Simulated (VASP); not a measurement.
# BeTe (F-43m) in VASP: single point with LDA

Aim: the single point of BeTe with LDA.

Everything below comes from runs of VASP 6.6.1. Logs are shortened: lines on timing, memory, paths and dates and some standing lists are left out, and cuts for length are marked.

## Step 1: Starting point

The structure is cubic, space group F-43m (No. 216). Conventional cell: a = 5.540 Å, b = 5.540 Å, c = 5.540 Å, α = 90.00°, β = 90.00°, γ = 90.00°. Be (site symmetry -43m) is surrounded by 4 Te at 2.40 Å. Te (site symmetry -43m) has 4 Be at 2.40 Å as nearest neighbours.

## Step 2: Single point, LDA

The input, INCAR:

```
SYSTEM = BeTe
  PREC = Accurate
  ENCUT = 520
  EDIFF = 1E-6
  ISMEAR = -1
  SIGMA = 0.03
  LREAL = .False.
  LASPH = .True.
  NELM = 100
  ALGO = Normal
  ISIF = 2
  LWAVE = .False.
  LCHARG = .False.
  NBANDS = 11
```

The input, KPOINTS:

```
Automatic mesh
0
Gamma
  11 11 11
  0 0 0
```

The input, POSCAR:

```
BeTe
1.0
    0.0000000000      2.7700000000      2.7700000000
    2.7700000000      0.0000000000      2.7700000000
    2.7700000000      2.7700000000      0.0000000000
Be Te
1 1
Direct
    0.0000000000      0.0000000000      0.0000000000
    0.7500000000      0.7500000000      0.7500000000
```

Potentials or basis: VASP PAW LDA potentials, release 64 (Be, Te).

Started as:

```bash
> cat potpaw_LDA.64/Be/POTCAR potpaw_LDA.64/Te/POTCAR > POTCAR
> mpirun -np 1 vasp_std > vasp.out
```

OUTCAR:

```text
SYSTEM = BeTe
   PREC = Accurate
   ENCUT = 520
   EDIFF = 1E-6
   ISMEAR = -1
   LREAL = .False.
   LASPH = .True.
   NELM = 100
   ISIF = 2

 ion  position               nearest neighbor table
   1  0.000  0.000  0.000-   2 2.40   2 2.40   2 2.40   2 2.40
   2  0.750  0.750  0.750-   1 2.40   1 2.40   1 2.40   1 2.40

  LATTYP: Found a face centered cubic cell.
 ALAT       =     5.5400000000

  Lattice vectors:

 A1 = (   0.0000000000,   2.7700000000,   2.7700000000)
 A2 = (   2.7700000000,   0.0000000000,   2.7700000000)
 A3 = (   2.7700000000,   2.7700000000,   0.0000000000)

Analysis of symmetry for initial positions (statically):
=====================================================================
 Subroutine PRICEL returns:
 Original cell was already a primitive cell.

 Routine SETGRP: Setting up the symmetry group for a
 face centered cubic supercell.

 Subroutine GETGRP returns: Found 24 space group operations
 (whereof 24 operations were pure point group operations)
 out of a pool of 48 trial point group operations.

The static configuration has the point symmetry T_d .

Analysis of symmetry for dynamics (positions and initial velocities):
=====================================================================
 Subroutine PRICEL returns:
 Original cell was already a primitive cell.

 Routine SETGRP: Setting up the symmetry group for a
 face centered cubic supercell.

 Subroutine GETGRP returns: Found 24 space group operations
 (whereof 24 operations were pure point group operations)
 out of a pool of 48 trial point group operations.

The dynamic configuration has the point symmetry T_d .

 Subroutine INISYM returns: Found 24 space group operations
 (whereof 24 operations are pure point group operations),
 and found     1 'primitive' translations

----------------------------------------------------------------------------------------

                                     Primitive cell

  volume of cell :      42.5079

  direct lattice vectors                    reciprocal lattice vectors
     0.000000000  2.770000000  2.770000000    -0.180505415  0.180505415  0.180505415
     2.770000000  0.000000000  2.770000000     0.180505415 -0.180505415  0.180505415
     2.770000000  2.770000000  0.000000000     0.180505415  0.180505415 -0.180505415

  length of vectors
     3.917371568  3.917371568  3.917371568     0.312644550  0.312644550  0.312644550

  position of ions in fractional coordinates (direct lattice)
     0.000000000  0.000000000  0.000000000
     0.750000000  0.750000000  0.750000000

  ion indices of the primitive-cell ions
[... 85 lines left out ...]
   PSTRESS=    0.0 pullay stress
   NELECT =       8.0000    total number of electrons
   NUPDOWN=      -1.0000    fix difference up-down
   EMIN   =  10.00;   EMAX   =-10.00  energy-range for DOS
   EFERMI =   0.00;   METHOD = LEGACY
   ISMEAR =    -1;   SIGMA  =   0.03  broadening in eV -4-tet -1-fermi 0-gaus
   EFERMI_NEDOS =   21; number of points for ismear=-14 and -15
   IALGO  =     38    algorithm
   IMIX   =      4    mixing-type and parameters
     AMIX     =   0.40;   BMIX     =  1.00
     AMIX_MAG =   1.60;   BMIX_MAG =  1.00
  volume/ion in A,a.u.               =      21.25       143.43
  Fermi-wavevector in a.u.,A,eV,Ry     =   0.938170  1.772885 11.975354  0.880164
  Thomas-Fermi vector in A             =   2.065355
   LORBIT       =      0    0 simple, 1 ext, 2 COOP (PROOUT), +10 PAW based schemes
   GGA     = CA    functional components
   LHFCALC =     F    Hartree Fock is set to
   AEXX    =    0.0000 exact exchange contribution
   IVDW    =     0    specifies the selected vdW correction
   LEPSILON=     F    determine dielectric tensor
   LRPA    =     F    only Hartree local field effects (RPA)
 non-spin polarized calculation
  energy-cutoff  :      520.00
  volume of cell :       42.51
 maximum number of plane-waves:      1167
 NGX is ok and might be reduce to    30
   NGX = 15   NGY = 15   NGZ = 15

 number of electron       8.0000000 magnetization

 Free energy of the ion-electron system (eV)
  ---------------------------------------------------
  ext. energy  EPLUGINS =         0.00000000
  ---------------------------------------------------
  free energy    TOTEN  =        -8.72610412 eV

  energy without entropy =       -8.72610412  energy(sigma->0) =       -8.72610412

 E-fermi :   6.1012     XC(G=0):  -9.4623

 val. band max:        5.5108299567   @ k =   0.0000   0.0000   0.0000
 cond. band min:       7.2915613819   @ k =   0.4545   0.4545   0.0000
 fundamental gap:      1.7807314252
 Fermi energy:         6.1012417405

 k-point     1 :       0.0000    0.0000    0.0000
  band No.  band energies     occupation
      1      -7.1412      2.00000
      2       5.5108      2.00000
      3       5.5108      2.00000
      4       5.5108      2.00000
      5       9.0531      0.00000
      6       9.0531      0.00000
      7       9.0531      0.00000
      8       9.6017      0.00000
      9      13.7660      0.00000
     10      15.8511      0.00000
     11      15.8511      0.00000
[... 309 lines left out ...]
 k-point    24 :      -0.1818    0.1818    0.0000
  band No.  band energies     occupation
      1      -6.3217      2.00000
      2       1.9139      2.00000
      3       3.1745      2.00000
      4       4.8366      2.00000
      5       9.6098      0.00000
      6      10.0877      0.00000
      7      10.6839      0.00000
      8      11.8400      0.00000
      9      13.5249      0.00000
     10      15.6440      0.00000
     11      16.4324      0.00000

 [... further k-points ...]

------------------------ aborting loop because EDIFF is reached ----------------------------------------

  FORCE on cell =-STRESS in cart. coord.  units (eV):
  Direction    XX          YY          ZZ          XY          YZ          ZX
  --------------------------------------------------------------------------------------
  -------------------------------------------------------------------------------------
  Total        0.2103911      0.2103911      0.2103911     -0.0000000      0.0000000     -0.0000000
  in kB        7.9299172      7.9299172      7.9299172     -0.0000000      0.0000000     -0.0000000
  external PRESSURE =       7.9299172 kB  Pullay stress =       0.0000000 kB

 VOLUME and BASIS-vectors are now :
 -----------------------------------------------------------------------------
  energy-cutoff  :      520.00
  volume of cell :       42.51
      direct lattice vectors                 reciprocal lattice vectors
     0.000000000  2.770000000  2.770000000    -0.180505415  0.180505415  0.180505415
     2.770000000  0.000000000  2.770000000     0.180505415 -0.180505415  0.180505415
     2.770000000  2.770000000  0.000000000     0.180505415  0.180505415 -0.180505415

 POSITION                                       TOTAL-FORCE (eV/Angst)
 -----------------------------------------------------------------------------------
      0.00000      0.00000      0.00000        -0.000000     -0.000000     -0.000000
      4.15500      4.15500      4.15500         0.000000      0.000000      0.000000
 -----------------------------------------------------------------------------------
    total drift:                               -0.000000     -0.000000     -0.000000

  FREE ENERGIE OF THE ION-ELECTRON SYSTEM (eV)
  ---------------------------------------------------
  free  energy   TOTEN  =        -8.7261041219 eV

  energy  without entropy=       -8.7261041219  energy(sigma->0) =       -8.72610412
```

OSZICAR:

```text
N       E                     dE             d eps       ncg     rms          rms(c)
DAV:   1     0.179210372713E+02    0.17921E+02   -0.33904E+03  1232   0.599E+02
DAV:   2    -0.782639913698E+01   -0.25747E+02   -0.24887E+02  1624   0.875E+01
DAV:   3    -0.893884422124E+01   -0.11124E+01   -0.11102E+01  1575   0.193E+01
DAV:   4    -0.895083357967E+01   -0.11989E-01   -0.11988E-01  1376   0.234E+00
DAV:   5    -0.895106923728E+01   -0.23566E-03   -0.23566E-03  1507   0.320E-01    0.455E+00
DAV:   6    -0.878194678593E+01    0.16912E+00   -0.18831E-01  1379   0.158E+00    0.264E+00
DAV:   7    -0.872686790788E+01    0.55079E-01   -0.14103E-01  1454   0.154E+00    0.485E-01
DAV:   8    -0.872604162849E+01    0.82628E-03   -0.66778E-03  1363   0.448E-01    0.120E-01
DAV:   9    -0.872609751772E+01   -0.55889E-04   -0.21620E-04  1511   0.935E-02    0.505E-02
DAV:  10    -0.872610446636E+01   -0.69486E-05   -0.24269E-05  1334   0.236E-02    0.183E-02
DAV:  11    -0.872610412186E+01    0.34450E-06   -0.11467E-06  1136   0.610E-03
   1 F= -.87261041E+01 E0= -.87261041E+01  d E =-.866215E-11
```

stdout:

```text
POSCAR found type information on POSCAR BeTe
 POSCAR found :  2 types and       2 ions
 scaLAPACK will be used
 LDA part: xc-table for (Slater(with rela. corr.)+CA(PZ))
 , standard interpolation
 POSCAR, INCAR and KPOINTS ok, starting setup
 FFT: planning ... GRIDC
 FFT: planning ... GRID_SOFT
 FFT: planning ... GRID
 WAVECAR not read
 entering main loop
```

It took 18 s on 1 thread of Intel Xeon Platinum 8259CL at 2.50GHz (Skylake/Cascade Lake), shared host; peak memory 0.16 GiB.

Results:

```yaml
Free_energy: -8.7261 eV
Pressure: 0.8 GPa
Band_gap_on_the_k_mesh: 1.78 eV, indirect (least direct gap 3.54 eV)
```

Caveat: spin-orbit coupling is left out, which moves the levels of the heavy elements; an odd mesh through Γ misses points on the zone boundary, where band edges often lie.
